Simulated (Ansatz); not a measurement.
Crystal: Sn.

```
Sn
1.0
    -2.94014    2.94014    1.59930
     2.94014   -2.94014    1.59930
     2.94014    2.94014   -1.59930
Sn
2
Direct
  0.00000 0.00000 0.00000
  0.75000 0.25000 0.50000
```

```yaml
Program: Ansatz 0.2.0
Task: relaxation of cell and atoms
Functional: PBEsol
Potentials_or_basis: all-electron LAPW, scalar-relativistic
Basis_error_allowed: 0.001 eV/atom
k_mesh: 9 × 9 × 9
Occupations: fermi-dirac, width 0.05 eV
Spin: no spin polarisation
```

At the start: volume 27.65 Å³/atom.

Question: Where does the relaxation end?

Answer: Over 5 steps the energy falls by 3.6 meV/atom and the volume is 26.89 Å³/atom (-2.7 %); space group I4_1/amd (No. 141, to 0.05 Å).

The path:
```csv
step,energy change (eV),largest force (eV/Å),volume (Å³)
1,0.0000,0.0000,55.30
2,-0.0062,0.0000,53.22
3,-0.0073,0.0000,53.81
4,-0.0073,0.0000,53.79
5,-0.0073,0.0000,53.79
```

Final structure:
```
Sn
1.0
    -2.91869    2.91869    1.57845
     2.91869   -2.91869    1.57845
     2.91869    2.91869   -1.57845
Sn
2
Direct
  0.00000 0.00000 0.00000
  0.75000 0.25000 0.50000
```
